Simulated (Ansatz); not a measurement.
# Cobalt, diamond under RPBE: structure, energy and stiffness, part 2 of 2

What does RPBE give for cobalt in the diamond structure? We relax it, solve it on a dense k-mesh, then scale the cell to 7 volumes from 88 to 112 % of the relaxed one and try a fit of the equation of state. Spin polarisation is left out, though the real metal is magnetic, so this state lies above the ground state. The k-meshes are 11×11×11 for the relaxation; 18×18×18 for the dense run; 12×12×12 for the volumes.

Ansatz 0.2.0; DFT, RPBE, plane waves (420 eV) with PAW, scalar-relativistic. The steps go on from the part before.

## 6. Volume × 0.96

This is Co in the diamond structure; at room conditions it is hcp.

File input.yaml:

```yaml
crystal:
  lattice:
    - [0.0, 2.4527638596, 2.4527638596]
    - [2.4527638596, 0.0, 2.4527638596]
    - [2.4527638596, 2.4527638596, 0.0]
  atoms:
    - { symbol: Co, position: [0.125, 0.125, 0.125] }
    - { symbol: Co, position: [0.875, 0.875, 0.875] }
hamiltonian:
  xc: rpbe
  pseudopotentials:
    kind: paw
    azcp:
      Co: "pseudopotentials/Co.paw.azcp"
basis:
  ecutwfc: 420
  fft_grid_basis: typed
kpoints:
  mp_grid: { grid: [12, 12, 12], shift: [0, 0, 0] }
magnetization:
  spin_polarized: false
scf:
  occupations: { method: fermi_dirac, width: 0.1 }
  lower_state_search: "off"
output:
  stress: true
  write_density: true
  write_potential: true
  elf: true
  volumetric_format: npy
```

Log (excerpt; [...] marks lines left out):

```text
Warning: RAYON_NUM_THREADS=2 ignored (pool sized by the plan → 2); use --threads N
[...]
Pseudopotentials: kind: paw
Pseudopotential: Co, paw, valence charge 17, recommended cutoff 420 eV (normal), <dir>
Functional definition: RPBE
[...]
Crystal: 2 atoms, lattice volume = 29.512 Å³
Basis set: ecut = 420 eV, 561 PW (Γ)
Bands: 21, of which v1, the nominal top of the filled ones, is band 17 counted from 1 (16 counted from 0)
Symmetry: 48 space group operations
Space group: Fd-3m (ITA 227), of the structure as read, at distance tolerance 3.1e-5 Å
k-points: 72 of 1728
[...]
SCF iter   1: F=—  HF=-10259.438311 eV  |F-HF|=—  |Δ(HF+E_count)|=         —  Δρ=1.99e-2  dr2=6.91e-2  ethr=1.77e-3  ⟨swp⟩=5.6  Hψ=5796  notcnv=0
[...]
SCF iter   7: F=-10259.428911 eV  HF=-10259.428911 eV  |F-HF|=5.56e-9  |Δ(HF+E_count)|=   1.59e-8  Δρ=6.02e-6  dr2=7.89e-9  ethr=2.94e-10  ⟨swp⟩=8.1  Hψ=9616  notcnv=0
[...]
SCF converged after 7 iterations
Free energy (F): -10259.428911 eV
[...]
E sigma→0 (E₀):  -10259.359561 eV
Entropy (-TS):   -0.138699 eV (-69.349 meV/atom)
Fermi energy:    12.742621 eV
[...]
--- Stress (GPa, compression-positive) ---
        5.308211      -0.000000       0.000000
        0.000000       5.308211       0.000000
       -0.000000       0.000000       5.308211
  P = ⅓ Tr σ = 5.3082 GPa (53.082 kbar)
--- Band table (eV; the first three rows and the last of 72) ---
  k-point 0: bands = ["-82.6893", "-82.4368", "-46.0018", "-46.0018", "-46.0018", "-45.5920", "-45.5920", "-45.5920", "5.7512", "9.6779", "9.6779", "9.8408", "9.8408", "9.8408", "11.6919", "11.6919", "11.6919", "13.0393", "13.0393", "26.0208", "26.0208"]
[...]
```

Wall time 1.3 s (2 threads of an Arm CPU, shared host); peak memory 0.32 GiB.

The maps below are laid out on this run's own conventional cell (a, b, c = 4.906, 4.906, 4.906 Å).

Density in a lattice plane of the grid's cell (edges 4.91 and 4.91 Å, at 0.125 of the third edge), which holds Co.

Ten even steps from ' ' (0.06 e/Å³) to '@' (41.65 e/Å³):
```
                                                
                                                
                                                
                                                
                                                
                          ..::--::..            
                          ::##@@##::            
                          ::**@@##::            
                          ..::--::..            
                                                
                                                
                                                
                                                
                                                
                                                
  ..::--::..                                    
  ::##@@##::                                    
  ::**@@##::                                    
  ..::--::..                                    
                                                
```
Columns run along the first of these edges and rows up along the second, over one cell in 24 and 20 even steps from the bottom left corner. Atoms in the plane (fractional): Co at (0.12, 0.12), Co at (0.62, 0.62).

ELF in the same plane.

Values, 12 rows by 12 columns:
```
0.26 0.19 0.19 0.26 0.28 0.23 0.25 0.26 0.26 0.25 0.23 0.28
0.25 0.26 0.26 0.25 0.23 0.28 0.26 0.19 0.19 0.26 0.27 0.23
0.18 0.17 0.17 0.18 0.25 0.26 0.19 0.35 0.35 0.20 0.26 0.25
0.17 0.12 0.12 0.17 0.26 0.19 0.32 0.89 0.88 0.35 0.19 0.26
0.17 0.12 0.12 0.17 0.26 0.19 0.33 0.90 0.89 0.35 0.19 0.26
0.18 0.17 0.17 0.18 0.25 0.26 0.18 0.33 0.32 0.19 0.26 0.25
0.25 0.26 0.26 0.25 0.23 0.28 0.26 0.19 0.19 0.26 0.28 0.23
0.26 0.19 0.19 0.26 0.27 0.23 0.25 0.26 0.26 0.25 0.23 0.28
0.19 0.35 0.35 0.20 0.26 0.25 0.18 0.17 0.17 0.18 0.25 0.26
0.32 0.89 0.88 0.35 0.19 0.26 0.17 0.12 0.12 0.17 0.26 0.19
0.33 0.90 0.89 0.35 0.19 0.26 0.17 0.12 0.12 0.17 0.26 0.19
0.18 0.33 0.32 0.19 0.26 0.25 0.18 0.17 0.17 0.18 0.25 0.26
```
Columns run along the first of these edges and rows up along the second, over one cell in 12 and 12 even steps from the bottom left corner. Atoms in the plane (fractional): Co at (0.12, 0.12), Co at (0.62, 0.62).

Both are smooth fields of the valence electrons: close to the nuclei they are not physical.

## 7. Volume × 1.0

Edit input.yaml of step 6 so:

```diff
@@ -2,5 +2,5 @@
   lattice:
-    - [0.0, 2.4527638596, 2.4527638596]
-    - [2.4527638596, 0.0, 2.4527638596]
-    - [2.4527638596, 2.4527638596, 0.0]
+    - [0.0, 2.4863675403, 2.4863675403]
+    - [2.4863675403, 0.0, 2.4863675403]
+    - [2.4863675403, 2.4863675403, 0.0]
   atoms:
```

Log (excerpt; [...] marks lines left out):

```text
Warning: RAYON_NUM_THREADS=2 ignored (pool sized by the plan → 2); use --threads N
[...]
Pseudopotentials: kind: paw
Pseudopotential: Co, paw, valence charge 17, recommended cutoff 420 eV (normal), <dir>
Functional definition: RPBE
[...]
Crystal: 2 atoms, lattice volume = 30.742 Å³
Basis set: ecut = 420 eV, 609 PW (Γ)
Bands: 21, of which v1, the nominal top of the filled ones, is band 17 counted from 1 (16 counted from 0)
Symmetry: 48 space group operations
Space group: Fd-3m (ITA 227), of the structure as read, at distance tolerance 3.1e-5 Å
k-points: 72 of 1728
[...]
SCF iter   1: F=—  HF=-10259.457435 eV  |F-HF|=—  |Δ(HF+E_count)|=         —  Δρ=1.96e-2  dr2=6.98e-2  ethr=1.77e-3  ⟨swp⟩=5.6  Hψ=5810  notcnv=0
[...]
SCF iter   7: F=-10259.448451 eV  HF=-10259.448451 eV  |F-HF|=3.59e-9  |Δ(HF+E_count)|=   4.94e-9  Δρ=5.03e-6  dr2=6.02e-9  ethr=2.94e-10  ⟨swp⟩=8.0  Hψ=9613  notcnv=0
[...]
SCF converged after 7 iterations
Free energy (F): -10259.448451 eV
[...]
E sigma→0 (E₀):  -10259.374705 eV
Entropy (-TS):   -0.147492 eV (-73.746 meV/atom)
Fermi energy:    12.036251 eV
[...]
--- Stress (GPa, compression-positive) ---
       -0.003537       0.000000      -0.000000
       -0.000000      -0.003537      -0.000000
        0.000000      -0.000000      -0.003537
  P = ⅓ Tr σ = -0.0035 GPa (-0.035 kbar)
--- Band table (eV; the first three rows and the last of 72) ---
  k-point 0: bands = ["-83.3024", "-83.0873", "-46.6070", "-46.6070", "-46.6070", "-46.2433", "-46.2433", "-46.2433", "5.2652", "9.1441", "9.1441", "9.2780", "9.2780", "9.2780", "11.0452", "11.0452", "11.0452", "12.3124", "12.3124", "24.9198", "24.9198"]
[...]
```

Run time: 1.3 s. Hardware: 2 threads of an Arm CPU, shared host; peak memory 0.32 GiB.

## 8. Volume × 1.04

Edit input.yaml of step 7 so:

```diff
@@ -2,5 +2,5 @@
   lattice:
-    - [0.0, 2.4863675403, 2.4863675403]
-    - [2.4863675403, 0.0, 2.4863675403]
-    - [2.4863675403, 2.4863675403, 0.0]
+    - [0.0, 2.5190866548, 2.5190866548]
+    - [2.5190866548, 0.0, 2.5190866548]
+    - [2.5190866548, 2.5190866548, 0.0]
   atoms:
@@ -26,5 +26 @@
   stress: true
-  write_density: true
-  write_potential: true
-  elf: true
-  volumetric_format: npy
```

Log (excerpt; [...] marks lines left out):

```text
Warning: RAYON_NUM_THREADS=2 ignored (pool sized by the plan → 2); use --threads N
[...]
Pseudopotentials: kind: paw
Pseudopotential: Co, paw, valence charge 17, recommended cutoff 420 eV (normal), <dir>
Functional definition: RPBE
[...]
Crystal: 2 atoms, lattice volume = 31.971 Å³
Basis set: ecut = 420 eV, 609 PW (Γ)
Bands: 21, of which v1, the nominal top of the filled ones, is band 17 counted from 1 (16 counted from 0)
Symmetry: 48 space group operations
Space group: Fd-3m (ITA 227), of the structure as read, at distance tolerance 3.2e-5 Å
k-points: 72 of 1728
[...]
SCF iter   1: F=—  HF=-10259.440359 eV  |F-HF|=—  |Δ(HF+E_count)|=         —  Δρ=1.94e-2  dr2=7.17e-2  ethr=1.77e-3  ⟨swp⟩=5.7  Hψ=5830  notcnv=0
[...]
SCF iter   7: F=-10259.431566 eV  HF=-10259.431566 eV  |F-HF|=1.34e-8  |Δ(HF+E_count)|=   2.25e-7  Δρ=1.71e-5  dr2=7.00e-8  ethr=2.94e-10  ⟨swp⟩=4.7  Hψ=5731  notcnv=0
[...]
SCF converged after 7 iterations
Free energy (F): -10259.431566 eV
[...]
E sigma→0 (E₀):  -10259.353408 eV
Entropy (-TS):   -0.156317 eV (-78.158 meV/atom)
Fermi energy:    11.385249 eV
[...]
--- Stress (GPa, compression-positive) ---
       -4.224080       0.000000       0.000000
        0.000000      -4.224080       0.000000
        0.000000      -0.000000      -4.224080
  P = ⅓ Tr σ = -4.2241 GPa (-42.241 kbar)
```

It took 1.1 s on 2 threads of an Arm CPU, shared host; peak memory 0.31 GiB.

## 9. Volume × 1.08

Edit input.yaml of step 8 so:

```diff
@@ -2,5 +2,5 @@
   lattice:
-    - [0.0, 2.5190866548, 2.5190866548]
-    - [2.5190866548, 0.0, 2.5190866548]
-    - [2.5190866548, 2.5190866548, 0.0]
+    - [0.0, 2.5509772131, 2.5509772131]
+    - [2.5509772131, 0.0, 2.5509772131]
+    - [2.5509772131, 2.5509772131, 0.0]
   atoms:
```

Log (excerpt; [...] marks lines left out):

```text
Warning: RAYON_NUM_THREADS=2 ignored (pool sized by the plan → 2); use --threads N
[...]
Pseudopotentials: kind: paw
Pseudopotential: Co, paw, valence charge 17, recommended cutoff 420 eV (normal), <dir>
Functional definition: RPBE
[...]
Crystal: 2 atoms, lattice volume = 33.201 Å³
Basis set: ecut = 420 eV, 645 PW (Γ)
Bands: 21, of which v1, the nominal top of the filled ones, is band 17 counted from 1 (16 counted from 0)
Symmetry: 48 space group operations
Space group: Fd-3m (ITA 227), of the structure as read, at distance tolerance 3.2e-5 Å
k-points: 72 of 1728
[...]
SCF iter   1: F=—  HF=-10259.394547 eV  |F-HF|=—  |Δ(HF+E_count)|=         —  Δρ=1.93e-2  dr2=7.41e-2  ethr=1.77e-3  ⟨swp⟩=5.5  Hψ=5779  notcnv=0
[...]
SCF iter   7: F=-10259.385756 eV  HF=-10259.385756 eV  |F-HF|=1.36e-8  |Δ(HF+E_count)|=   1.12e-6  Δρ=1.98e-5  dr2=6.91e-8  ethr=2.94e-10  ⟨swp⟩=5.0  Hψ=6023  notcnv=0
[...]
SCF converged after 7 iterations
Free energy (F): -10259.385756 eV
[...]
E sigma→0 (E₀):  -10259.303191 eV
Entropy (-TS):   -0.165129 eV (-82.565 meV/atom)
Fermi energy:    10.783897 eV
[...]
--- Stress (GPa, compression-positive) ---
       -7.572557      -0.000000       0.000000
        0.000000      -7.572557      -0.000000
        0.000000       0.000000      -7.572557
  P = ⅓ Tr σ = -7.5726 GPa (-75.726 kbar)
```

Wall time 1.1 s (2 threads of an Arm CPU, shared host); peak memory 0.32 GiB.

## 10. Volume × 1.12

Edit input.yaml of step 9 so:

```diff
@@ -2,5 +2,5 @@
   lattice:
-    - [0.0, 2.5509772131, 2.5509772131]
-    - [2.5509772131, 0.0, 2.5509772131]
-    - [2.5509772131, 2.5509772131, 0.0]
+    - [0.0, 2.5820897576, 2.5820897576]
+    - [2.5820897576, 0.0, 2.5820897576]
+    - [2.5820897576, 2.5820897576, 0.0]
   atoms:
@@ -26 +26,5 @@
   stress: true
+  write_density: true
+  write_potential: true
+  elf: true
+  volumetric_format: npy
```

Log (excerpt; [...] marks lines left out):

```text
Warning: RAYON_NUM_THREADS=2 ignored (pool sized by the plan → 2); use --threads N
[...]
Pseudopotentials: kind: paw
Pseudopotential: Co, paw, valence charge 17, recommended cutoff 420 eV (normal), <dir>
Functional definition: RPBE
[...]
Crystal: 2 atoms, lattice volume = 34.431 Å³
Basis set: ecut = 420 eV, 645 PW (Γ)
Bands: 21, of which v1, the nominal top of the filled ones, is band 17 counted from 1 (16 counted from 0)
Symmetry: 48 space group operations
Space group: Fd-3m (ITA 227), of the structure as read, at distance tolerance 3.3e-5 Å
k-points: 72 of 1728
[...]
SCF iter   1: F=—  HF=-10259.325929 eV  |F-HF|=—  |Δ(HF+E_count)|=         —  Δρ=1.92e-2  dr2=7.64e-2  ethr=1.77e-3  ⟨swp⟩=5.6  Hψ=5785  notcnv=0
[...]
SCF iter   6: F=-10259.317044 eV  HF=-10259.317044 eV  |F-HF|=1.67e-8  |Δ(HF+E_count)|=   8.59e-7  Δρ=1.56e-5  dr2=3.81e-8  ethr=2.94e-10  ⟨swp⟩=9.7  Hψ=11084  notcnv=0
[...]
SCF converged after 6 iterations
Free energy (F): -10259.317044 eV
[...]
E sigma→0 (E₀):  -10259.230097 eV
Entropy (-TS):   -0.173895 eV (-86.947 meV/atom)
Fermi energy:    10.226984 eV
[...]
--- Stress (GPa, compression-positive) ---
      -10.220228       0.000000       0.000000
        0.000000     -10.220228       0.000000
        0.000000      -0.000000     -10.220228
  P = ⅓ Tr σ = -10.2202 GPa (-102.202 kbar)
--- Band table (eV; the first three rows and the last of 72) ---
  k-point 0: bands = ["-84.8808", "-84.7431", "-48.1655", "-48.1655", "-48.1655", "-47.9068", "-47.9068", "-47.9068", "4.0357", "7.7670", "7.7670", "7.8365", "7.8365", "7.8365", "9.3873", "9.3873", "9.3873", "10.4534", "10.4534", "22.0552", "22.0552"]
[...]
```

Wall time 1.6 s (2 threads of an Arm CPU, shared host); peak memory 0.33 GiB.

## 11. Energy and pressure against volume

All volumes keep the relaxed shape and fractional coordinates.

```csv
V (Å³/atom),E − E₀ (meV/atom),P from the stress (GPa),P from the fit (GPa)
13.526,97.6,20.41,19.88
14.141,38.2,11.99,11.42
14.756,7.7,5.31,4.73
15.371,0.1,0.00,-0.58
15.986,10.8,-4.22,-4.80
16.600,35.9,-7.57,-8.15
17.215,72.4,-10.22,-10.81
```

A third-order Birch-Murnaghan fit gives V₀ = 15.296 Å³/atom, B₀ = 121 GPa and B₀′ = 4.7; it misses no point by more than 0.02 meV/atom.

The fit is made to E(σ → 0), while the stress belongs to the free energy F; that is one source of the offset between the two pressures.

## 12. What came out

What follows sums up all 2 parts.

| quantity | value |
| --- | --- |
| space group (spins left aside) | Fd-3m (No. 227) |
| conventional cell | a = 4.973 Å |
| volume | 15.371 Å³/atom |
| shortest distance | 2.153 Å |
| gap on the mesh | none (levels filled in part) |
| relative to hcp, ferromagnetic | +1352 meV/atom |
| V₀, B₀, B₀′ | 15.296 Å³/atom, 121 GPa, 4.7 |

**Reading.** The relaxation enlarged the cell by 2.8 % in volume. Against the reference form of cobalt (hcp, ferromagnetic, computed apart with the same settings) it stands 1352 meV/atom higher; part of this is magnetic energy, as this run has no moments. No gap shows: it is a metal or semimetal at this level. The fitted modulus is 121 GPa. Relaxation kept the symmetry; phonons were not checked.
